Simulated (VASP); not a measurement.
Input of a VASP 6.6.1 run:

File INCAR:

```
ALGO = Normal
EDIFF = 1E-6
EDIFFG = -0.01
ENCUT = 600
GGA = PS
IBRION = 2
ISIF = 3
ISMEAR = 0
LASPH = T
LCHARG = F
LREAL = F
LWAVE = F
NELM = 80
NSW = 90
PREC = Accurate
SIGMA = 0.03
```

KPOINTS

```
k-points
0
Gamma
  12 12 5
```

POSCAR

```
GaN
1.0
    3.1886268500      0.0000000000      0.0000000000
   -1.5943134200      2.7614318500      0.0000000000
    0.0000000000      0.0000000000      5.1380845300
Ga N
2 2
Direct
    0.3333333300      0.6666666700      0.0000000000
    0.6666666700      0.3333333300      0.5000000000
    0.3333333300      0.6666666700      0.3750000000
    0.6666666700      0.3333333300      0.8750000000
```

Potentials or basis: VASP PAW PBE potentials, release 64 (Ga_d, N).

Run with:

```bash
$ cat potpaw_PBE.64/Ga_d/POTCAR potpaw_PBE.64/N/POTCAR > POTCAR
$ mpirun -np 1 vasp_std > vasp.out
```

(1) Predict the relaxed cell.

(2) Estimate the band gap on the k mesh.

(3) Predict the relaxed volume.

Results:

(1) a = 3.181 Å, b = 3.181 Å, c = 5.180 Å, α = 90.00°, β = 90.00°, γ = 120.00°.

(2) 1.91 eV, direct.

(3) 11.35 Å³/atom.

Caveat: the PAW data sets were made with another functional, which shifts forces and pressure a little.
